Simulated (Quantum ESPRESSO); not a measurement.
# Simulated XPS, UPS and emission spectra of KF, part 9 of 13

What would valence photoemission of KF look like, and what sets its shape?

Quantum ESPRESSO 7.5; DFT, PBE, plane waves, ultrasoft GBRV pseudopotentials, scalar-relativistic (the session's first sound run).

So far. Step 6 (With LDA: self-consistent run): At this level the gap is 5.79 eV on the k-mesh of the self-consistent run, which can miss the band edges. Step 9 (With LDA: bands): At this level the gap is 5.79 eV on the path.

### 10. Other settings: self-consistent run

The geometry of step 2 again, with the density grid changed.

This step: DFT, PBE, plane waves, ultrasoft GBRV pseudopotentials, scalar-relativistic; changed: ecutrho = 160.0 (Quantum ESPRESSO 7.5).

Other settings are tried.

scf.in reads:

```
&control
  calculation = 'scf'
  prefix = 'pes'
  outdir = './tmp'
  pseudo_dir = './pp'
  tprnfor = .true.
  tstress = .true.
/
&system
  ibrav = 0
  nat = 2
  ntyp = 2
  ecutwfc = 40.0
  ecutrho = 160.0
  occupations = 'smearing'
  nbnd = 16
  smearing = 'fd'
  degauss = 0.00147
/
&electrons
  conv_thr = 1.2e-08
  mixing_beta = 0.5
  electron_maxstep = 120
/
ATOMIC_SPECIES
K 39.0983 k_pbe_v1.4.uspp.F.UPF
F 18.9984 f_pbe_v1.4.uspp.F.UPF
CELL_PARAMETERS angstrom
 0.000000000 2.671850000 2.671850000
 2.671850000 0.000000000 2.671850000
 2.671850000 2.671850000 0.000000000
ATOMIC_POSITIONS crystal
K 0.000000000 0.000000000 0.000000000
F 0.500000000 0.500000000 0.500000000
K_POINTS automatic
10 10 10 0 0 0
```

The run is started by

```
OMP_NUM_THREADS=1 mpirun -n 4 pw.x -nk 4 -in scf.in > scf.out
```

What it wrote:

```text
[banner, memory and clock lines left out]
Program PWSCF v.7.5 starts

          URL

     Message from routine setup:
     using ibrav=0 with symmetry is DISCOURAGED, use correct ibrav instead

     G-vector sticks info

     bravais-lattice index     =            0
     lattice parameter (alat)  =       7.1405  a.u.
     unit-cell volume          =     257.4322 (a.u.)^3
     number of atoms/cell      =            2
     number of atomic types    =            2
     number of electrons       =        16.00
     number of Kohn-Sham states=           16
     kinetic-energy cutoff     =      40.0000  Ry
     charge density cutoff     =     160.0000  Ry
     scf convergence threshold =      1.2E-08
     mixing beta               =       0.5000
     number of iterations used =            8  plain     mixing
     Exchange-correlation=  SLA  PW   PBX  PBC
                           (   1   4   3   4   0   0   0)

     celldm(1)=   7.140456  celldm(2)=   0.000000  celldm(3)=   0.000000
     celldm(4)=   0.000000  celldm(5)=   0.000000  celldm(6)=   0.000000

     crystal axes: (cart. coord. in units of alat)
               a(1) = (   0.000000   0.707107   0.707107 )
               a(2) = (   0.707107   0.000000   0.707107 )
               a(3) = (   0.707107   0.707107   0.000000 )

     reciprocal axes: (cart. coord. in units 2 pi/alat)
               b(1) = ( -0.707107  0.707107  0.707107 )
               b(2) = (  0.707107 -0.707107  0.707107 )
               b(3) = (  0.707107  0.707107 -0.707107 )

     PseudoPot. # 1 for K  read from file:
     ./pp/k_pbe_v1.4.uspp.F.UPF
     Pseudo is Ultrasoft + core correction, Zval =  9.0
     Generated by new atomic code, or converted to UPF format
     Using radial grid of  841 points,  6 beta functions with:
                l(1) =   0
                l(2) =   0
                l(3) =   1
                l(4) =   1
                l(5) =   2
                l(6) =   2
     Q(r) pseudized with  6 coefficients,  rinner =    1.500   1.500   1.500
                                                       1.500   1.500

     PseudoPot. # 2 for F  read from file:
     ./pp/f_pbe_v1.4.uspp.F.UPF
     Pseudo is Ultrasoft, Zval =  7.0
     Generated by new atomic code, or converted to UPF format
     Using radial grid of  799 points,  4 beta functions with:
                l(1) =   0
                l(2) =   0
                l(3) =   1
                l(4) =   1
     Q(r) pseudized with  8 coefficients,  rinner =    0.950   0.950   0.950

     atomic species   valence    mass     pseudopotential
     K                 9.00    39.09830     K ( 1.00)
     F                 7.00    18.99840     F ( 1.00)

     48 Sym. Ops., with inversion, found

   Cartesian axes

     site n.     atom                  positions (alat units)
         1        K      tau(   1) = (   0.0000000   0.0000000   0.0000000  )
         2        F      tau(   2) = (   0.7071068   0.7071068   0.7071068  )

     number of k points=    47  Fermi-Dirac smearing, width (Ry)=  0.0015
                       cart. coord. in units 2pi/alat
        k(    1) = (   0.0000000   0.0000000   0.0000000), wk =   0.0020000
        k(    2) = (   0.0707107   0.0707107  -0.0707107), wk =   0.0160000
        k(    3) = (   0.1414214   0.1414214  -0.1414214), wk =   0.0160000
        k(    4) = (   0.2121320   0.2121320  -0.2121320), wk =   0.0160000
        k(    5) = (   0.2828427   0.2828427  -0.2828427), wk =   0.0160000
        k(    6) = (  -0.3535534  -0.3535534   0.3535534), wk =   0.0080000
        k(    7) = (   0.1414214  -0.0000000   0.0000000), wk =   0.0120000
        k(    8) = (   0.2121320   0.0707107  -0.0707107), wk =   0.0480000
        k(    9) = (   0.2828427   0.1414214  -0.1414214), wk =   0.0480000
        k(   10) = (   0.3535534   0.2121320  -0.2121320), wk =   0.0480000
        k(   11) = (  -0.2828427  -0.4242641   0.4242641), wk =   0.0480000
        k(   12) = (  -0.2121320  -0.3535534   0.3535534), wk =   0.0480000
        k(   13) = (  -0.1414214  -0.2828427   0.2828427), wk =   0.0480000
        k(   14) = (  -0.0707107  -0.2121320   0.2121320), wk =   0.0480000
        k(   15) = (   0.0000000  -0.1414214   0.1414214), wk =   0.0240000
        k(   16) = (   0.2828427  -0.0000000   0.0000000), wk =   0.0120000
[...]
k(   40) = (   0.0000000  -0.2828427   0.4242641), wk =   0.0480000
        k(   41) = (  -0.1414214  -0.5656854   0.7071068), wk =   0.0480000
        k(   42) = (  -0.0707107  -0.4949747   0.6363961), wk =   0.0960000
        k(   43) = (  -0.0000000  -0.4242641   0.5656854), wk =   0.0480000
        k(   44) = (  -0.7071068   0.1414214   0.0000000), wk =   0.0240000
        k(   45) = (  -0.1414214  -0.4242641   0.7071068), wk =   0.0480000
        k(   46) = (  -0.0707107  -0.3535534   0.6363961), wk =   0.0480000
        k(   47) = (  -0.7071068   0.2828427   0.0000000), wk =   0.0240000

     Dense  grid:     8801 G-vectors     FFT dimensions: (  30,  30,  30)

     Initial potential from superposition of free atoms

     starting charge      15.4966, renormalised to      16.0000
     Starting wfcs are   12 randomized atomic wfcs +    4 random wfcs

     per-process dynamical memory:    16.6 Mb

     Self-consistent Calculation

     iteration #  1     ecut=    40.00 Ry     beta= 0.50
     Davidson diagonalization with overlap
     ethr =  1.00E-02,  avg # of iterations =  7.6

     Threshold (ethr) on eigenvalues was too large:
     Diagonalizing with lowered threshold

     Davidson diagonalization with overlap
     ethr =  8.03E-04,  avg # of iterations =  1.5

     total energy              =    -105.81882313 Ry
     estimated scf accuracy    <       0.12587312 Ry

     iteration #  2     ecut=    40.00 Ry     beta= 0.50
     Davidson diagonalization with overlap
     ethr =  7.87E-04,  avg # of iterations =  3.9

     total energy              =    -105.84119548 Ry
     estimated scf accuracy    <       0.02653317 Ry

     iteration #  3     ecut=    40.00 Ry     beta= 0.50
     Davidson diagonalization with overlap
     ethr =  1.66E-04,  avg # of iterations =  4.2

     total energy              =    -105.84567513 Ry
     estimated scf accuracy    <       0.00289119 Ry

     iteration #  4     ecut=    40.00 Ry     beta= 0.50
     Davidson diagonalization with overlap
     ethr =  1.81E-05,  avg # of iterations =  4.7

     total energy              =    -105.84612035 Ry
     estimated scf accuracy    <       0.00023117 Ry

     iteration #  5     ecut=    40.00 Ry     beta= 0.50
     Davidson diagonalization with overlap
     ethr =  1.44E-06,  avg # of iterations =  4.9

     total energy              =    -105.84615208 Ry
     estimated scf accuracy    <       0.00001048 Ry

     iteration #  6     ecut=    40.00 Ry     beta= 0.50
     Davidson diagonalization with overlap
     ethr =  6.55E-08,  avg # of iterations =  2.6

     total energy              =    -105.84615620 Ry
     estimated scf accuracy    <       0.00000330 Ry

     iteration #  7     ecut=    40.00 Ry     beta= 0.50
     Davidson diagonalization with overlap
     ethr =  2.06E-08,  avg # of iterations =  2.0

     total energy              =    -105.84615671 Ry
     estimated scf accuracy    <       0.00000006 Ry

     iteration #  8     ecut=    40.00 Ry     beta= 0.50
     Davidson diagonalization with overlap
     ethr =  3.60E-10,  avg # of iterations =  4.1

     total energy              =    -105.84615680 Ry
     estimated scf accuracy    <       0.00000004 Ry

     iteration #  9     ecut=    40.00 Ry     beta= 0.50
     Davidson diagonalization with overlap
     ethr =  2.29E-10,  avg # of iterations =  2.0

     End of self-consistent calculation

          k = 0.0000 0.0000 0.0000 (  1067 PWs)   bands (ev):

   -24.6257 -17.1426  -7.8665  -7.8665  -7.8665   1.5109   1.5109   1.5109
     7.6852  12.2018  12.2018  12.2018  13.8387  13.8387  18.3849  25.8062

          k = 0.0707 0.0707-0.0707 (  1097 PWs)   bands (ev):

   -24.6168 -17.1508  -7.8946  -7.8711  -7.8711   1.4185   1.4764   1.4764
     7.9667  12.0321  12.3357  12.3357  13.9272  13.9272  18.8601  24.5131

          k = 0.1414 0.1414-0.1414 (  1098 PWs)   bands (ev):

   -24.5934 -17.1725  -7.9641  -7.8806  -7.8806   1.1984   1.3875   1.3875
     8.7175  11.7227  12.6946  12.6946  14.1980  14.1980  19.7977  22.8010

          k = 0.2121 0.2121-0.2121 (  1089 PWs)   bands (ev):

   -24.5641 -17.1995  -8.0487  -7.8917  -7.8917   0.9591   1.2805   1.2805
     9.6850  11.5741  13.1348  13.1348  14.6752  14.6752  19.4865  22.0158

          k = 0.2828 0.2828-0.2828 (  1101 PWs)   bands (ev):

   -24.5402 -17.2217  -8.1176  -7.9009  -7.9009   0.7840   1.1957   1.1957
    10.4049  11.8122  13.4574  13.4574  15.3174  15.3174  18.1615  20.5419

          k =-0.3536-0.3536 0.3536 (  1104 PWs)   bands (ev):

   -24.5311 -17.2302  -8.1428  -7.9047  -7.9047   0.7207   1.1637   1.1637
    10.5933  12.1140  13.5676  13.5676  15.6925  15.6925  17.5125  19.8840

          k = 0.1414-0.0000 0.0000 (  1098 PWs)   bands (ev):

   -24.6139 -17.1527  -7.8877  -7.8877  -7.8776   1.3415   1.4984   1.4984
     8.0481  11.8314  12.4588  12.4588  13.9365  13.9567  19.0167  24.4513

          k = 0.2121 0.0707-0.0707 (  1108 PWs)   bands (ev):

   -24.5956 -17.1675  -7.9442  -7.9079  -7.8851   1.1769   1.4364   1.4556
     8.6169  11.5137  12.7569  12.8086  14.1245  14.1338  19.8388  22.8790

          k = 0.2828 0.1414-0.1414 (  1094 PWs)   bands (ev):

[...]
k = 0.3536 0.2121-0.2121 (  1105 PWs)   bands (ev):

[...]
k =-0.2828-0.4243 0.4243 (  1105 PWs)   bands (ev):

[...]
k =-0.2121-0.3536 0.3536 (  1103 PWs)   bands (ev):

[...]
k =-0.1414-0.2828 0.2828 (  1101 PWs)   bands (ev):

[...]
k =-0.0707-0.2121 0.2121 (  1094 PWs)   bands (ev):

[...]
k = 0.0000-0.1414 0.1414 (  1109 PWs)   bands (ev):

[...]
k = 0.2828-0.0000 0.0000 (  1102 PWs)   bands (ev):

[...]
k = 0.3536 0.0707-0.0707 (  1089 PWs)   bands (ev):

[...]
k = 0.4243 0.1414-0.1414 (  1097 PWs)   bands (ev):

[...]
k =-0.2121-0.4950 0.4950 (  1103 PWs)   bands (ev):

[...]
k =-0.1414-0.4243 0.4243 (  1107 PWs)   bands (ev):

[...]
k =-0.0707-0.3536 0.3536 (  1109 PWs)   bands (ev):

[...]
k = 0.0000-0.2828 0.2828 (  1093 PWs)   bands (ev):

[...]
k = 0.4243 0.0000-0.0000 (  1094 PWs)   bands (ev):

[...]
k = 0.4950 0.0707-0.0707 (  1100 PWs)   bands (ev):

[...]
k =-0.1414-0.5657 0.5657 (  1102 PWs)   bands (ev):

[...]
k =-0.0707-0.4950 0.4950 (  1106 PWs)   bands (ev):

[...]
k =-0.0000-0.4243 0.4243 (  1113 PWs)   bands (ev):

[...]
k = 0.5657-0.0000 0.0000 (  1094 PWs)   bands (ev):

[...]
k =-0.0707-0.6364 0.6364 (  1106 PWs)   bands (ev):

[...]
k = 0.0000-0.5657 0.5657 (  1105 PWs)   bands (ev):

[...]
k =-0.7071 0.0000 0.0000 (  1106 PWs)   bands (ev):

[...]
k = 0.2828 0.1414 0.0000 (  1098 PWs)   bands (ev):

[...]
k = 0.3536 0.2121-0.0707 (  1093 PWs)   bands (ev):

[...]
k =-0.2828-0.4243 0.5657 (  1100 PWs)   bands (ev):

[...]
k =-0.2121-0.3536 0.4950 (  1108 PWs)   bands (ev):

[...]
k = 0.4243 0.1414-0.0000 (  1086 PWs)   bands (ev):

[...]
k =-0.2121-0.4950 0.6364 (  1093 PWs)   bands (ev):

[...]
k =-0.1414-0.4243 0.5657 (  1101 PWs)   bands (ev):

[...]
k =-0.0707-0.3536 0.4950 (  1102 PWs)   bands (ev):

[...]
k = 0.0000-0.2828 0.4243 (  1103 PWs)   bands (ev):

[...]
k =-0.1414-0.5657 0.7071 (  1094 PWs)   bands (ev):

[...]
k =-0.0707-0.4950 0.6364 (  1106 PWs)   bands (ev):

[...]
k =-0.0000-0.4243 0.5657 (  1104 PWs)   bands (ev):

[...]
k =-0.7071 0.1414 0.0000 (  1102 PWs)   bands (ev):

   -24.5095 -17.1685  -8.3935  -8.1117  -8.0365   1.3057   1.3325   1.4287
    10.0105  12.1017  12.7933  15.0393  15.6237  16.1070  16.8715  18.6962

          k =-0.1414-0.4243 0.7071 (  1099 PWs)   bands (ev):

   -24.5142 -17.1897  -8.2378  -8.1755  -7.9575   1.0832   1.2621   1.3756
    10.8662  11.4326  12.8738  14.9211  15.0582  16.3119  17.1499  18.5130

          k =-0.0707-0.3536 0.6364 (  1104 PWs)   bands (ev):

   -24.5099 -17.1888  -8.2403  -8.2222  -7.9542   1.0821   1.3205   1.3303
    11.1910  11.3153  12.8022  14.8848  15.3262  16.3549  17.2483  18.0764

          k =-0.7071 0.2828 0.0000 (  1104 PWs)   bands (ev):

   -24.5079 -17.1821  -8.3077  -8.1999  -7.9677   1.1397   1.3278   1.3736
    10.7631  11.7819  12.6114  14.9165  15.6284  16.4440  17.0318  17.9691

     the Fermi energy is     6.9442 ev

!    total energy              =    -105.84615681 Ry
     estimated scf accuracy    <          1.2E-09 Ry
     smearing contrib. (-TS)   =       0.00000000 Ry
     internal energy E=F+TS    =    -105.84615681 Ry

     The total energy is F=E-TS. E is the sum of the following terms:
     one-electron contribution =     -43.86243317 Ry
     hartree contribution      =      29.19993420 Ry
     xc contribution           =     -18.56244478 Ry
     ewald contribution        =     -72.62121306 Ry

     convergence has been achieved in   9 iterations

     Forces acting on atoms (cartesian axes, Ry/au):

     atom    1 type  1   force =    -0.00000000    0.00000000   -0.00000000
     atom    2 type  2   force =    -0.00000000   -0.00000000    0.00000000

     Total force =     0.000000     Total SCF correction =     0.000000

     Computing stress (Cartesian axis) and pressure

          total   stress  (Ry/bohr**3)                   (kbar)     P=        1.32
   0.00000898  -0.00000000  -0.00000000            1.32       -0.00       -0.00
  -0.00000000   0.00000898  -0.00000000           -0.00        1.32       -0.00
  -0.00000000  -0.00000000   0.00000898           -0.00       -0.00        1.32

     XML data file, charge density, pseudopotentials, collected wavefunctions

                                        0.00s GPU  (     574 calls)
```

Run time: 3.9 s. Hardware: 4 MPI ranks of Intel Xeon Platinum 8559C (Emerald Rapids), shared host.

Residual by cycle:

cycle, log10 residual and a bar from the least value:
```
        1        0.2 ##############################
        2       -0.4 ###########################
        3       -1.4 ########################
        4       -2.5 ####################
        5       -3.8 ###############
        6       -4.3 #############
        7       -6.1 ######
        8       -6.3 ######
        9       -7.8
```

The run finished with changed settings (ecutrho = 160.0); it serves as a test.

(Continued in part 10 of 13.)

[Logs are printed without paths, hosts, clocks, repeated set-up lines and the standing remarks that a program may print on its own settings, such as how far it seeks lower states.]

[Hosts, paths, dates, database ids (printed as entryN), source tags and the programs' standing remarks are cut or masked in the printed files.]

[Maps of the electrostatic potential energy from Ansatz leave out the sawtooth potential of an applied field or a dipole correction, so their vacuum need not be flat; work functions include it.]

[Peak lists hold at most the 14 tallest peaks of each spectrum; further lines can be left out.]
